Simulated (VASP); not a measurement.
# In (I4/mmm) in VASP: notebook

Runs on In. Level: PBE. Tasks: single point.

Everything below comes from runs of VASP 6.6.1. Logs are shortened: lines on timing, memory, paths and dates and some standing lists are left out, and cuts for length are marked.

## Step 1: The undisturbed crystal

The structure is tetragonal, space group I4/mmm (No. 139). Conventional cell: a = 3.390 Å, b = 3.390 Å, c = 4.785 Å, α = 90.00°, β = 90.00°, γ = 90.00°. Around In (site symmetry 4/mmm) lie 12 In at 3.39 Å.

## Step 2: Single point, PBE (bulk in the cell of the (1 0 0) plane)

INCAR

```
PREC = Accurate ; ENCUT = 520
EDIFF = 1E-6 ; ISMEAR = 0
SIGMA = 0.1 ; LREAL = False
LASPH = True ; NELM = 100
ALGO = Fast ; ISIF = 2
LWAVE = False ; LCHARG = False
GGA = PE ; NBANDS = 12
ISYM = 0
```

KPOINTS

```
Automatic mesh
0
Gamma
  10 7 20
```

POSCAR

```
In
1.0
    3.3901945595      0.0000000000      0.0000000000
    0.0000000000      4.7845006370      0.0000000000
    1.6950972798      2.3922503185      1.6950972798
In
1
Direct
    0.0000000000      0.0000000000      0.0000000000
```

Potentials or basis: VASP PAW PBE potentials, release 64 (In_d).

Run with:

```
cat potpaw_PBE.64/In_d/POTCAR > POTCAR
mpirun -np 1 vasp_std > vasp.out
```

OUTCAR:

```text
PREC = Accurate
   ENCUT = 520
   EDIFF = 1E-6
   ISMEAR = 0
   LREAL = False
   LASPH = True
   NELM = 100
   ISIF = 2
   GGA = PE
   ISYM = 0

 ion  position               nearest neighbor table
   1  0.000  0.000  0.000-

IMPORTANT INFORMATION: All symmetrisations will be switched off!
NOSYMM: (Re-)initialisation of all symmetry stuff for point group C_1.

----------------------------------------------------------------------------------------

                                     Primitive cell

  volume of cell :      27.4951

  direct lattice vectors                    reciprocal lattice vectors
     3.390194559  0.000000000  0.000000000     0.294968322  0.000000000 -0.294968322
     0.000000000  4.784500637  0.000000000     0.000000000  0.209008228 -0.294968322
     1.695097280  2.392250318  1.695097280     0.000000000  0.000000000  0.589936644

  length of vectors
     3.390194559  4.784500637  3.386675532     0.417148201  0.361511757  0.589936644

  position of ions in fractional coordinates (direct lattice)
     0.000000000  0.000000000  0.000000000

  ion indices of the primitive-cell ions
   primitive index   ion index
                 1           1

----------------------------------------------------------------------------------------

 KPOINTS: Automatic mesh

Automatic generation of k-mesh.
 Grid dimensions read from file:
 generate k-points for:   10    7   20

 Generating k-lattice:

  Cartesian coordinates                     Fractional coordinates (reciprocal lattice)
     0.029496832  0.000000000 -0.029496832     0.100000000  0.000000000  0.000000000
     0.000000000  0.029858318 -0.042138332     0.000000000  0.142857143  0.000000000
     0.000000000  0.000000000  0.029496832     0.000000000  0.000000000  0.050000000

  Length of vectors
     0.041714820  0.051644537  0.029496832

  Shift w.r.t. Gamma in fractional coordinates (k-lattice)
     0.000000000  0.000000000  0.000000000

 -----------------------------------------------------------------------------
|                                                                             |
|           W    W    AA    RRRRR   N    N  II  N    N   GGGG   !!!           |
|           W    W   A  A   R    R  NN   N  II  NN   N  G    G  !!!           |
|           W    W  A    A  R    R  N N  N  II  N N  N  G       !!!           |
|           W WW W  AAAAAA  RRRRR   N  N N  II  N  N N  G  GGG   !            |
|           WW  WW  A    A  R   R   N   NN  II  N   NN  G    G                |
|           W    W  A    A  R    R  N    N  II  N    N   GGGG   !!!           |
|                                                                             |
|     Your reciprocal lattice and k-lattice belong to different lattice       |
|     classes:                                                                |
[... 77 lines left out ...]
   EFERMI_NEDOS =   21; number of points for ismear=-14 and -15
   IALGO  =     68    algorithm
   IMIX   =      4    mixing-type and parameters
     AMIX     =   0.40;   BMIX     =  1.00
     AMIX_MAG =   1.60;   BMIX_MAG =  1.00
  volume/ion in A,a.u.               =      27.50       185.55
  Fermi-wavevector in a.u.,A,eV,Ry     =   1.275373  2.410106 22.130925  1.626577
  Thomas-Fermi vector in A             =   2.408089
   LORBIT       =      0    0 simple, 1 ext, 2 COOP (PROOUT), +10 PAW based schemes
   GGA     = PE    functional components
   LHFCALC =     F    Hartree Fock is set to
   AEXX    =    0.0000 exact exchange contribution
   IVDW    =     0    specifies the selected vdW correction
   LEPSILON=     F    determine dielectric tensor
   LRPA    =     F    only Hartree local field effects (RPA)
 non-spin polarized calculation
 RMM-DIIS sequential band-by-band and
 Gauss-broadening in eV      SIGMA  =   0.10
  energy-cutoff  :      520.00
  volume of cell :       27.50
 maximum number of plane-waves:       756
 NGX is ok and might be reduce to    28
   NGX = 13   NGY = 17   NGZ = 13

 number of electron      13.0000000 magnetization

 Free energy of the ion-electron system (eV)
  ---------------------------------------------------
  ext. energy  EPLUGINS =         0.00000000
  ---------------------------------------------------
  free energy    TOTEN  =        -2.55536425 eV

  energy without entropy =       -2.55173686  energy(sigma->0) =       -2.55355055

 E-fermi :   6.9956     XC(G=0): -10.0202

 val. band max:        6.9913440725   @ k =   0.0000  -0.1429   0.4500
 cond. band min:       6.9983369979   @ k =  -0.2000  -0.1429   0.4000
 fundamental gap:      0.0069929255
 Fermi energy:         6.9956081749

 k-point     1 :       0.0000    0.0000    0.0000
  band No.  band energies     occupation
      1      -7.6203      2.00000
      2      -7.6192      2.00000
      3      -7.6148      2.00000
      4      -7.4691      2.00000
      5      -7.4687      2.00000
      6      -2.2370      2.00000
      7      17.0943      0.00000
      8      17.1013      0.00000
      9      17.1025      0.00000
     10      18.3830      0.00000
     11      20.5503      0.00000
     12      20.5541      0.00000
[... 331 lines left out ...]
 k-point    24 :      -0.3000    0.2857   -0.0000
  band No.  band energies     occupation
      1      -7.6446      2.00000
      2      -7.5871      2.00000
      3      -7.5839      2.00000
      4      -7.4148      2.00000
      5      -7.4049      2.00000
      6      -0.3681      2.00000
      7       8.6008      0.00000
      8      15.3913      0.00000
      9      15.6908      0.00000
     10      17.8577      0.00000
     11      19.9351      0.00000
     12      20.4236      0.00000

 [... further k-points ...]

------------------------ aborting loop because EDIFF is reached ----------------------------------------

  FORCE on cell =-STRESS in cart. coord.  units (eV):
  Direction    XX          YY          ZZ          XY          YZ          ZX
  --------------------------------------------------------------------------------------
  -------------------------------------------------------------------------------------
  Total        0.0215698      0.0011012     -0.0598469      0.0000059      0.0122500      0.0000046
  in kB        1.2568988      0.0641703     -3.4873580      0.0003422      0.7138211      0.0002664
  external PRESSURE =      -0.7220963 kB  Pullay stress =       0.0000000 kB

 VOLUME and BASIS-vectors are now :
 -----------------------------------------------------------------------------
  energy-cutoff  :      520.00
  volume of cell :       27.50
      direct lattice vectors                 reciprocal lattice vectors
     3.390194559  0.000000000  0.000000000     0.294968322  0.000000000 -0.294968322
     0.000000000  4.784500637  0.000000000     0.000000000  0.209008228 -0.294968322
     1.695097280  2.392250318  1.695097280     0.000000000  0.000000000  0.589936644

 POSITION                                       TOTAL-FORCE (eV/Angst)
 -----------------------------------------------------------------------------------
      0.00000      0.00000      0.00000        -0.000002      0.000004      0.000013
 -----------------------------------------------------------------------------------
    total drift:                               -0.000002      0.000004      0.000013

  FREE ENERGIE OF THE ION-ELECTRON SYSTEM (eV)
  ---------------------------------------------------
  free  energy   TOTEN  =        -2.5553642467 eV

  energy  without entropy=       -2.5517368561  energy(sigma->0) =       -2.55355055
```

Wall time 2.3 min (1 thread of Intel Xeon 6975P-C (Granite Rapids), shared host); peak memory 0.35 GiB.

What came out:

* Free energy: -2.5554 eV
* Pressure: -0.1 GPa
* Band gap on the k mesh: none (metal or under the smearing width)

Levels at points of the mesh, in eV from the Fermi level:
```
           k point  band 3  band 4  band 5  band 6  band 7  band 8  band 9  band 10
(0.00, 0.00, 0.00)  -14.61  -14.46  -14.46   -9.23   10.10   10.11   10.11    11.39
(0.50, 0.00, 0.00)  -14.34  -14.29  -14.29   -2.22   -2.09    3.91    3.92     7.10
(0.00, 0.00, 0.50)  -14.34  -14.29  -14.29   -2.19   -2.07    3.89    3.89     7.07
(0.50, 0.00, 0.50)  -14.34  -14.29  -14.29   -2.22   -2.09    3.91    3.92     7.10
```

## Step 3: Single point, PBE ((1 0 0) slab cut from the bulk)

INCAR

```
ALGO = Fast
DIPOL = 0.5 0.5 0.500
EDIFF = 1E-6
ENCUT = 520
GGA = PE
IDIPOL = 3
ISIF = 2
ISMEAR = 0
LASPH = True
LCHARG = False
LDIPOL = True
LREAL = False
LWAVE = False
NBANDS = 34
NELM = 100
PREC = Accurate
SIGMA = 0.1
```

KPOINTS

```
k-points
0
Gamma
  10 7 1
```

POSCAR

```
In
1.0
    3.3901945595      0.0000000000      0.0000000000
    0.0000000000      4.7845006370      0.0000000000
    0.0000000000      0.0000000000     20.0852918393
In
4
Direct
    0.5000000000      0.5000000000      0.3734075691
    0.0000000000      0.0000000000      0.4578025230
    0.5000000000      0.5000000000      0.5421974770
    0.0000000000      0.0000000000      0.6265924309
```

Potentials or basis: VASP PAW PBE potentials, release 64 (In_d).

Run with:

```
cat potpaw_PBE.64/In_d/POTCAR > POTCAR
mpirun -np 1 vasp_std > vasp.out
```

OUTCAR:

```text
EDIFF = 1E-6
   ENCUT = 520
   GGA = PE
   ISIF = 2
   ISMEAR = 0
   LASPH = True
   LREAL = False
   NELM = 100
   PREC = Accurate

 ion  position               nearest neighbor table
   1  0.500  0.500  0.373-   2 3.39   2 3.39   2 3.39   2 3.39   3 3.39
   2  0.000  0.000  0.458-   1 3.39   1 3.39   1 3.39   1 3.39   3 3.39   3 3.39   3 3.39   3 3.39
                             4 3.39
   3  0.500  0.500  0.542-   4 3.39   4 3.39   4 3.39   4 3.39   2 3.39   2 3.39   2 3.39   2 3.39
                             1 3.39
   4  0.000  0.000  0.627-   3 3.39   3 3.39   3 3.39   3 3.39   2 3.39

  LATTYP: Found a simple orthorhombic cell.
 ALAT       =     3.3901945595
 B/A-ratio  =     1.4112761238
 C/A-ratio  =     5.9245248279

  Lattice vectors:

 A1 = (   3.3901945595,   0.0000000000,   0.0000000000)
 A2 = (   0.0000000000,   4.7845006370,   0.0000000000)
 A3 = (   0.0000000000,   0.0000000000,  20.0852918393)

Analysis of symmetry for initial positions (statically):
=====================================================================
 Subroutine PRICEL returns:
 Original cell was already a primitive cell.

 Routine SETGRP: Setting up the symmetry group for a
 simple orthorhombic supercell.

 Subroutine GETGRP returns: Found  8 space group operations
 (whereof  4 operations were pure point group operations)
 out of a pool of  8 trial point group operations.

The static configuration has the point symmetry C_2v.
 The point group associated with its full space group is D_2h.

Analysis of symmetry for dynamics (positions and initial velocities):
=====================================================================
 Subroutine PRICEL returns:
 Original cell was already a primitive cell.

 Routine SETGRP: Setting up the symmetry group for a
 simple orthorhombic supercell.

 Subroutine GETGRP returns: Found  8 space group operations
 (whereof  4 operations were pure point group operations)
 out of a pool of  8 trial point group operations.

The dynamic configuration has the point symmetry C_2v.
 The point group associated with its full space group is D_2h.

 Subroutine INISYM returns: Found  8 space group operations
 (whereof  4 operations are pure point group operations),
 and found     1 'primitive' translations

----------------------------------------------------------------------------------------

                                     Primitive cell

  volume of cell :     325.7912

  direct lattice vectors                    reciprocal lattice vectors
     3.390194559  0.000000000  0.000000000     0.294968322  0.000000000  0.000000000
     0.000000000  4.784500637  0.000000000     0.000000000  0.209008228  0.000000000
     0.000000000  0.000000000 20.085291839     0.000000000  0.000000000  0.049787676

  length of vectors
     3.390194559  4.784500637 20.085291839     0.294968322  0.209008228  0.049787676

  position of ions in fractional coordinates (direct lattice)
     0.500000000  0.500000000  0.373407569
     0.000000000  0.000000000  0.457802523
     0.500000000  0.500000000  0.542197477
     0.000000000  0.000000000  0.626592431
[... 39 lines left out ...]
  0.300000  0.000000  0.000000      2.000000
  0.400000  0.000000  0.000000      2.000000
  0.500000  0.000000  0.000000      1.000000
[... 16 lines left out ...]
  0.400000  0.428571  0.000000      4.000000
  0.500000  0.428571  0.000000      2.000000
   k-points           NKPTS =     24   k-points in BZ     NKDIM =     24   number of bands    NBANDS=     34
   number of dos      NEDOS =    301   number of ions     NIONS =      4
   total plane-waves  NPLWV = 151200
   dimension x,y,z NGX =    28 NGY =   36 NGZ =  150
   dimension x,y,z NGXF=    56 NGYF=   72 NGZF=  300
   ions per type =               4
   NGX,Y,Z   is equivalent  to a cutoff of  13.73, 12.51, 12.42 a.u.
   NGXF,Y,Z  is equivalent  to a cutoff of  27.46, 25.02, 24.83 a.u.
 SYSTEM =  unknown system
   PREC   = accura    normal or accurate (medium, high low for compatibility)
   ISTART =      0    job   : 0-new  1-cont  2-samecut
   ICHARG =      2    charge: 1-file 2-atom 10-const
   ISPIN  =      1    spin polarized calculation?
   LNONCOLLINEAR =      F non collinear calculations
   LSORBIT =      F    spin-orbit coupling
   LASPH  =      T    aspherical Exc in radial PAW
   ENCUT  =  520.0 eV  38.22 Ry    6.18 a.u.   6.30  8.90 37.35*2*pi/ulx,y,z
   NELM   =    100;   NELMIN=  2; NELMDL= -5     # of ELM steps
   EDIFF  = 0.1E-05   stopping-criterion for ELM
   LREAL  =      F    real-space projection
   EDIFFG = 0.1E-04   stopping-criterion for IOM
   NSW    =      0    number of steps for IOM
   IBRION =     -1    ionic relax: 0-MD 1-quasi-New 2-CG
   NFREE  =      0    steps in history (QN), initial steepest desc. (CG)
   ISIF   =      2    stress and relaxation
   ISYM   =      2    0-nonsym 1-usesym 2-fastsym
   POTIM  = 0.5000    time-step for ionic-motion
   TEBEG  =    0.0;   TEEND  =   0.0 temperature during run
   PSTRESS=    0.0 pullay stress
   NELECT =      52.0000    total number of electrons
   NUPDOWN=      -1.0000    fix difference up-down
   EMIN   =  10.00;   EMAX   =-10.00  energy-range for DOS
   EFERMI =   0.00;   METHOD = LEGACY
   ISMEAR =     0;   SIGMA  =   0.10  broadening in eV -4-tet -1-fermi 0-gaus
   EFERMI_NEDOS =   21; number of points for ismear=-14 and -15
   IALGO  =     68    algorithm
   IMIX   =      4    mixing-type and parameters
     AMIX     =   0.40;   BMIX     =  1.00
     AMIX_MAG =   1.60;   BMIX_MAG =  1.00
  volume/ion in A,a.u.               =      81.45       549.64
  Fermi-wavevector in a.u.,A,eV,Ry     =   0.888034  1.678141 10.729609  0.788604
  Thomas-Fermi vector in A             =   2.009410
   LORBIT       =      0    0 simple, 1 ext, 2 COOP (PROOUT), +10 PAW based schemes
   GGA     = PE    functional components
   LHFCALC =     F    Hartree Fock is set to
   AEXX    =    0.0000 exact exchange contribution
   IVDW    =     0    specifies the selected vdW correction
   LEPSILON=     F    determine dielectric tensor
   LRPA    =     F    only Hartree local field effects (RPA)
 non-spin polarized calculation
 RMM-DIIS sequential band-by-band and
 Gauss-broadening in eV      SIGMA  =   0.10
  energy-cutoff  :      520.00
  volume of cell :      325.79
 maximum number of plane-waves:      8824
 NGX is ok and might be reduce to    28
   NGX = 13   NGY = 17   NGZ = 75

 dipolmoment           0.000000      0.000000     -0.000000 electrons x Angstroem

 number of electron      52.0000013 magnetization

 dipolmoment           0.000000      0.000000      0.000000 electrons x Angstroem

 Free energy of the ion-electron system (eV)
  ---------------------------------------------------
  ext. energy  EPLUGINS =         0.00000000
  ---------------------------------------------------
  free energy    TOTEN  =        -9.54513089 eV

  energy without entropy =       -9.53440258  energy(sigma->0) =       -9.53976674

 E-fermi :  -0.2160     XC(G=0):  -4.2436

 val. band max:       -0.2541770339   @ k =   0.3000   0.4286   0.0000
 cond. band min:      -0.1764904321   @ k =   0.0000   0.0000   0.0000
 fundamental gap:      0.0776866019
 Fermi energy:        -0.2159986793

 k-point     1 :       0.0000    0.0000    0.0000
  band No.  band energies     occupation
      1     -14.8911      2.00000
      2     -14.8102      2.00000
      3     -14.7993      2.00000
      4     -14.7707      2.00000
      5     -14.7511      2.00000
      6     -14.7424      2.00000
[... 877 lines left out ...]
     33       4.2234      0.00000
     34       4.2234      0.00000

------------------------ aborting loop because EDIFF is reached ----------------------------------------

 vacuum level on the upper side and lower side of the slab       (xc-potential included)        -0.132        -0.132

  FORCE on cell =-STRESS in cart. coord.  units (eV):
  Direction    XX          YY          ZZ          XY          YZ          ZX
  --------------------------------------------------------------------------------------
  -------------------------------------------------------------------------------------
  Total       -3.0497259     -1.9756108     -0.0670740      0.0000000      0.0000000      0.0000000
  in kB      -14.9979536     -9.7156663     -0.3298566      0.0000000      0.0000000      0.0000000
  external PRESSURE =      -8.3478255 kB  Pullay stress =       0.0000000 kB

 VOLUME and BASIS-vectors are now :
 -----------------------------------------------------------------------------
  energy-cutoff  :      520.00
  volume of cell :      325.79
      direct lattice vectors                 reciprocal lattice vectors
     3.390194559  0.000000000  0.000000000     0.294968322  0.000000000  0.000000000
     0.000000000  4.784500637  0.000000000     0.000000000  0.209008228  0.000000000
     0.000000000  0.000000000 20.085291839     0.000000000  0.000000000  0.049787676

 POSITION                                       TOTAL-FORCE (eV/Angst)
 -----------------------------------------------------------------------------------
      1.69510      2.39225      7.50000         0.000000      0.000000      0.058252
      0.00000      0.00000      9.19510         0.000000      0.000000     -0.160070
      1.69510      2.39225     10.89019         0.000000      0.000000      0.160070
      0.00000      0.00000     12.58529         0.000000      0.000000     -0.058252
 -----------------------------------------------------------------------------------
    total drift:                                0.000000      0.000000      0.000000

  FREE ENERGIE OF THE ION-ELECTRON SYSTEM (eV)
  ---------------------------------------------------
  free  energy   TOTEN  =        -9.5451308911 eV

  energy  without entropy=       -9.5344025805  energy(sigma->0) =       -9.53976674

 vacuum level on the upper side and lower side of the slab         3.608         3.608
```

Wall time 3.5 min (1 thread of Intel Xeon 6975P-C (Granite Rapids), shared host); peak memory 0.47 GiB.

What came out:

* Free energy: -9.5451 eV
* Largest force: 0.160 eV/Å
* Band gap on the k mesh: none (metal or under the smearing width)

Forces in eV/Å, atoms in the order of the input:
```
In   0.000  0.000  0.058
In   0.000  0.000 -0.160
In   0.000  0.000  0.160
In   0.000  0.000 -0.058
```

Levels at points of the mesh, in eV from the Fermi level:
```
           k point  band 23  band 24  band 25  band 26  band 27  band 28  band 29  band 30
(0.00, 0.00, 0.00)    -4.22    -2.24    -1.28     0.04     0.72     1.41     1.78     3.50
(0.50, 0.00, 0.00)    -3.18    -3.18    -0.61    -0.61     1.44     1.44     2.49     2.49
```
